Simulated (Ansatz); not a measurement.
# Bi under changes of volume

One of the cells (35.070 Å³/atom); the others are scaled copies at fixed shape and fractional positions:

```
CELL_PARAMETERS angstrom
2.26750 1.30914 3.93800
-2.26750 1.30914 3.93800
0.00000 -2.61828 3.93800
ATOMIC_POSITIONS crystal
Bi 0.76600 0.76600 0.76600
Bi 0.23400 0.23400 0.23400
```

- Program: Ansatz 0.2.0
- Functional: PBEsol
- Potentials or basis: all-electron LAPW, scalar-relativistic
- Cutoff: 214 eV (chosen from the basis error)
- Basis error allowed: 0.001 eV/atom
- k mesh: 7 × 7 × 7
- Occupations: fermi-dirac, width 0.05 eV
- Spin: no spin polarisation

```csv
volume (Å³/atom),energy over the lowest point (meV/atom),pressure (GPa),gap on the mesh (eV),largest force (eV/Å)
32.965,16.96,3.1,0.29,0.434
33.667,6.20,1.8,0.28,0.326
34.368,?,?,?,?
35.070,0.00,-0.3,0.26,0.131
35.771,3.52,-1.2,0.25,0.043
36.472,10.81,-2.1,0.24,0.040
37.174,21.46,-2.8,0.24,0.117
```

Q: What does the run at 34.368 Å³/atom give?

A: Energy over the lowest point 0.71 meV/atom; pressure 0.7 GPa; gap on the mesh 0.27 eV; largest force 0.225 eV/Å.

Worked out: A Birch-Murnaghan fit of order 3 (a polynomial in V^(-2/3)) to the other rows has its minimum at 34.83 Å³/atom with B0 = V·E''(V) = 50 GPa and B' = 4.6 at fixed shape and positions, which overstates the stiffness. It gives 0.73 meV/atom at 34.368 Å³/atom, against the run's 0.71, and -dE/dV = 0.7 GPa, against 0.7. A straight line through the other rows of the gap, of slope -0.447 eV per unit of ln V, gives 0.27 eV, against the run's 0.27.

Energies are extrapolated to zero smearing.

Caveats: spin-orbit coupling is left out, which as a rule narrows the gap of such compounds by several tenths of an eV; an odd mesh through Γ misses points on the zone boundary, where band edges often lie.
